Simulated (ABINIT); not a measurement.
# Al (Fm-3m) in ABINIT: equation of state

Aim: energy against volume of Al in PBEsol, for its equilibrium volume and stiffness.

All numbers are computed with ABINIT 10.8.3 (patched build); they aren't measurements. Logs are shortened: lines on timing, memory, paths and dates and some standing lists are left out, and cuts for length are marked. The log counts tension as positive stress, the text compression.

**Measured values to compare with.**

From “The interpretation of polycrystalline coherent inelastic neutron scattering from aluminium”, 2013, pmc:3831299, for a bulk crystal of Al: bulk modulus 76.9 GPa.

How close the calculation comes is told below.

### Step 1. The crystal as given

Symmetry: Fm-3m, No. 225, cubic system. Conventional cell: a = 4.050 Å, b = 4.050 Å, c = 4.050 Å, α = 90.00°, β = 90.00°, γ = 90.00°. Al (site symmetry m-3m) is surrounded by 12 Al at 2.86 Å.

### Step 2. Equation of state, PBEsol

Contents of run.abi:

```
ndtset 7
getwfk -1
scalecart1 3*0.9795861087
scalecart2 3*0.9864848297
scalecart3 3*0.9932883884
scalecart4 3*1.0000000000
scalecart5 3*1.0066227096
scalecart6 3*1.0131594038
scalecart7 3*1.0196128224

pp_dirpath "./"
pseudos "Al.upf"

acell 2.8635066922 2.8635066922 2.8635066922 Angstrom
rprim
     0.0000000000     0.7071067812     0.7071067812
     0.7071067812     0.0000000000     0.7071067812
     0.7071067812     0.7071067812     0.0000000000
ntypat 1
znucl 13
natom 1
typat 1
xred
     0.0000000000     0.0000000000     0.0000000000

ecut 544.227725 eV

kptopt 1
ngkpt 11 11 11
nshiftk 1
shiftk 0.0 0.0 0.0

ixc -116133

nband 6
occopt 3
tsmear 0.05 eV

nstep 100
tolvrs 1.0e-10

iomode 3
prtwf 1
prtden 0
prteig 0
prtebands 0
enunit 1
```

Potentials or basis: PseudoDojo NC SR PBEsol v0.4.1 standard.

The run is started by

```console
$ abinit run.abi > log 2>&1
```

run.abo:

```text
.Version 10.8.3 of ABINIT
 DATASET    1 : space group Fm -3 m (#225); Bravais cF (face-center cubic)
================================================================================
 Values of the parameters that define the memory need for DATASET  1.
     intxc =       0    ionmov =       0      iscf =       7    lmnmax =       6
     lnmax =       6     mgfft =      24  mpssoang =       3    mqgrid =    3001
     natom =       1  nloc_mem =       1    nspden =       1   nspinor =       1
    nsppol =       1      nsym =      48    n1xccc =    2501    ntypat =       1
    occopt =       3   xclevel =       2
       mpw =         462          nfft =       13824          nkpt =          56
================================================================================
================================================================================
[... 61 lines left out ...]
 DATASET    7 : space group Fm -3 m (#225); Bravais cF (face-center cubic)
================================================================================
 Values of the parameters that define the memory need for DATASET  7.
     intxc =       0    ionmov =       0      iscf =       7    lmnmax =       6
     lnmax =       6     mgfft =      24  mpssoang =       3    mqgrid =    3001
     natom =       1  nloc_mem =       1    nspden =       1   nspinor =       1
    nsppol =       1      nsym =      48    n1xccc =    2501    ntypat =       1
    occopt =       3   xclevel =       2
       mpw =         532          nfft =       13824          nkpt =          56
================================================================================
================================================================================

--------------------------------------------------------------------------------
------------- Echo of variables that govern the present computation ------------
--------------------------------------------------------------------------------
 -outvars: echo values of preprocessed input variables --------
            acell      5.4112434080E+00  5.4112434080E+00  5.4112434080E+00 Bohr
              amu      2.69815390E+01
             ecut      2.00000000E+01 Hartree
           enunit           1
           getwfk          -1
                       outvar_i_n : Printing only first  50 k-points.
              ixc     -116133
           jdtset        1    2    3    4    5    6    7
                       outvar_i_n : Printing only first  50 k-points.
         kptrlatt       11    0    0      0   11    0      0    0   11
          kptrlen1     5.83085676E+01
          kptrlen2     5.87192049E+01
          kptrlen3     5.91241777E+01
          kptrlen4     5.95236775E+01
          kptrlen5     5.99178855E+01
          kptrlen6     6.03069736E+01
          kptrlen7     6.06911048E+01
            natom           1
            nband           6
           ndtset           7
            ngfft          24      24      24
             nkpt          56
            nstep         100
             nsym          48
           ntypat           1
                       prtocc : prtvol=0, do not print more k-points.
           occopt           3
           prtden           0
        prtebands           0
           prteig           0
            rprim1     0.0000000000E+00  6.9267198023E-01  6.9267198023E-01
                       6.9267198023E-01  0.0000000000E+00  6.9267198023E-01
                       6.9267198023E-01  6.9267198023E-01  0.0000000000E+00
            rprim2     0.0000000000E+00  6.9755011263E-01  6.9755011263E-01
                       6.9755011263E-01  0.0000000000E+00  6.9755011263E-01
                       6.9755011263E-01  6.9755011263E-01  0.0000000000E+00
            rprim3     0.0000000000E+00  7.0236095512E-01  7.0236095512E-01
                       7.0236095512E-01  0.0000000000E+00  7.0236095512E-01
                       7.0236095512E-01  7.0236095512E-01  0.0000000000E+00
            rprim4     0.0000000000E+00  7.0710678120E-01  7.0710678120E-01
                       7.0710678120E-01  0.0000000000E+00  7.0710678120E-01
                       7.0710678120E-01  7.0710678120E-01  0.0000000000E+00
            rprim5     0.0000000000E+00  7.1178974407E-01  7.1178974407E-01
                       7.1178974407E-01  0.0000000000E+00  7.1178974407E-01
                       7.1178974407E-01  7.1178974407E-01  0.0000000000E+00
            rprim6     0.0000000000E+00  7.1641188486E-01  7.1641188486E-01
                       7.1641188486E-01  0.0000000000E+00  7.1641188486E-01
                       7.1641188486E-01  7.1641188486E-01  0.0000000000E+00
            rprim7     0.0000000000E+00  7.2097514092E-01  7.2097514092E-01
                       7.2097514092E-01  0.0000000000E+00  7.2097514092E-01
                       7.2097514092E-01  7.2097514092E-01  0.0000000000E+00
          spgroup         225
           tolvrs      1.00000000E-10
           tsmear      1.83746611E-03 Hartree
            typat      1
                       outvars : Printing only first  50 k-points.
            znucl       13.00000

================================================================================

 chkinp: Checking input parameters for consistency, jdtset=   1.

 chkinp: Checking input parameters for consistency, jdtset=   2.
[... 29 lines left out ...]
 getcut: wavevector=  0.0000  0.0000  0.0000  ngfft=  24  24  24
         ecut(hartree)=     20.000   => boxcut(ratio)=   2.24901

 getcut : COMMENT -
  Note that boxcut > 2.2 ; recall that boxcut=Gcut(box)/Gcut(sphere) = 2
  is sufficient for exact treatment of convolution.
  Such a large boxcut is a waste : you could raise ecut
  e.g. ecut=   25.290235 Hartrees makes boxcut=2

--- Pseudopotential description ------------------------------------------------
- pspini: atom type   1  psp file is ./Al.upf
12 -116133 2 -1 1876                          pspcod,pspxc,lmax,lloc,mmax
     nproj     2     2     2

   2.05527854E+00                                ecore*ucvol(ha*bohr**3)
--------------------------------------------------------------------------------

================================================================================

--- !BeginCycle
iteration_state: {dtset: 1, }
solver: {iscf: 7, nstep: 100, nline: 4, wfoptalg: 0, }
tolerances: {tolvrs: 1.00E-10, }
...
[... 121 lines left out ...]
 getcut: wavevector=  0.0000  0.0000  0.0000  ngfft=  24  24  24
         ecut(hartree)=     20.000   => boxcut(ratio)=   2.23328

 getcut : COMMENT -
  Note that boxcut > 2.2 ; recall that boxcut=Gcut(box)/Gcut(sphere) = 2
  is sufficient for exact treatment of convolution.
  Such a large boxcut is a waste : you could raise ecut
  e.g. ecut=   24.937751 Hartrees makes boxcut=2

--------------------------------------------------------------------------------

-inwffil : will read wavefunctions from disk file runo_DS1_WFK.nc

================================================================================
[... 126 lines left out ...]
 getcut: wavevector=  0.0000  0.0000  0.0000  ngfft=  24  24  24
         ecut(hartree)=     20.000   => boxcut(ratio)=   2.21799

 getcut : COMMENT -
  Note that boxcut > 2.2 ; recall that boxcut=Gcut(box)/Gcut(sphere) = 2
  is sufficient for exact treatment of convolution.
  Such a large boxcut is a waste : you could raise ecut
  e.g. ecut=   24.597297 Hartrees makes boxcut=2

--------------------------------------------------------------------------------

-inwffil : will read wavefunctions from disk file runo_DS2_WFK.nc

================================================================================
[... 126 lines left out ...]
 getcut: wavevector=  0.0000  0.0000  0.0000  ngfft=  24  24  24
         ecut(hartree)=     20.000   => boxcut(ratio)=   2.20310

 getcut : COMMENT -
  Note that boxcut > 2.2 ; recall that boxcut=Gcut(box)/Gcut(sphere) = 2
  is sufficient for exact treatment of convolution.
  Such a large boxcut is a waste : you could raise ecut
  e.g. ecut=   24.268230 Hartrees makes boxcut=2

--------------------------------------------------------------------------------

-inwffil : will read wavefunctions from disk file runo_DS3_WFK.nc

================================================================================
[... 500 lines left out ...]
-Cartesian components of stress tensor (GPa)         [Pressure= -5.8682E+00 GPa]
- sigma(1 1)=  5.86816557E+00  sigma(3 2)=  0.00000000E+00
- sigma(2 2)=  5.86816557E+00  sigma(3 1)=  0.00000000E+00
- sigma(3 3)=  5.86816557E+00  sigma(2 1)=  0.00000000E+00

== END DATASET(S) ==============================================================
================================================================================

 -outvars: echo values of variables after computation  --------
            acell      5.4112434080E+00  5.4112434080E+00  5.4112434080E+00 Bohr
           etotal1    -2.3202587564E+00
           etotal2    -2.3204313763E+00
           etotal3    -2.3204618189E+00
           etotal4    -2.3203645479E+00
           etotal5    -2.3201530033E+00
           etotal6    -2.3198393591E+00
           etotal7    -2.3194349111E+00
            fcart1    -0.0000000000E+00 -0.0000000000E+00 -0.0000000000E+00
            fcart2    -0.0000000000E+00 -0.0000000000E+00 -0.0000000000E+00
            fcart3    -0.0000000000E+00 -0.0000000000E+00 -0.0000000000E+00
            fcart4    -0.0000000000E+00 -0.0000000000E+00 -0.0000000000E+00
            fcart5    -0.0000000000E+00 -0.0000000000E+00 -0.0000000000E+00
            fcart6    -0.0000000000E+00 -0.0000000000E+00 -0.0000000000E+00
            fcart7    -0.0000000000E+00 -0.0000000000E+00 -0.0000000000E+00
            rprim1     0.0000000000E+00  6.9267198023E-01  6.9267198023E-01
                       6.9267198023E-01  0.0000000000E+00  6.9267198023E-01
                       6.9267198023E-01  6.9267198023E-01  0.0000000000E+00
[... 17 lines left out ...]
                       7.2097514092E-01  7.2097514092E-01  0.0000000000E+00
           strten1    -1.1069814337E-04 -1.1069814337E-04 -1.1069814337E-04
                       0.0000000000E+00  0.0000000000E+00  0.0000000000E+00
           strten2    -4.3770325395E-05 -4.3770325395E-05 -4.3770325395E-05
                       0.0000000000E+00  0.0000000000E+00  0.0000000000E+00
           strten3     1.6300875515E-05  1.6300875515E-05  1.6300875515E-05
                       0.0000000000E+00  0.0000000000E+00  0.0000000000E+00
           strten4     7.0133041939E-05  7.0133041939E-05  7.0133041939E-05
                       0.0000000000E+00  0.0000000000E+00  0.0000000000E+00
           strten5     1.1827212669E-04  1.1827212669E-04  1.1827212669E-04
                       0.0000000000E+00  0.0000000000E+00  0.0000000000E+00
           strten6     1.6123593591E-04  1.6123593591E-04  1.6123593591E-04
                       0.0000000000E+00  0.0000000000E+00  0.0000000000E+00
           strten7     1.9945489354E-04  1.9945489354E-04  1.9945489354E-04
                       0.0000000000E+00  0.0000000000E+00  0.0000000000E+00
 Calculation completed.
```

Run time: 21 s. Hardware: 1 thread of AMD EPYC 7R43 (Zen 3), shared host; peak memory 0.09 GiB.

Results:

| Property | Result |
| --- | --- |
| Equilibrium volume | 16.18 Å³/atom |
| Bulk modulus | 84 GPa |
| Pressure derivative of the bulk modulus | 4.5 |

Energy against volume, from the lowest point:
```
volume (Å³/atom)  energy (meV/atom)
          15.607               5.53
          15.939               0.83
          16.271               0.00
          16.603               2.65
          16.935               8.40
          17.267              16.94
          17.599              27.94
```

Caveat: pressures at fixed basis lie under the slope of the energies.

### Step 3. Against experiment

Step 2. Against the measured bulk modulus of Al, 76.9 GPa (quoted in “The interpretation of polycrystalline coherent inelastic neutron scattering from aluminium”, 2013, pmc:3831299), the calculated 84 GPa is off by +9.3 %. The fit is for a static lattice scaled at fixed shape and fixed fractional positions. The cell as given is a measured one (16.60 Å³/atom); PBEsol puts the equilibrium volume -2.6 % from it, thermal expansion not counted.
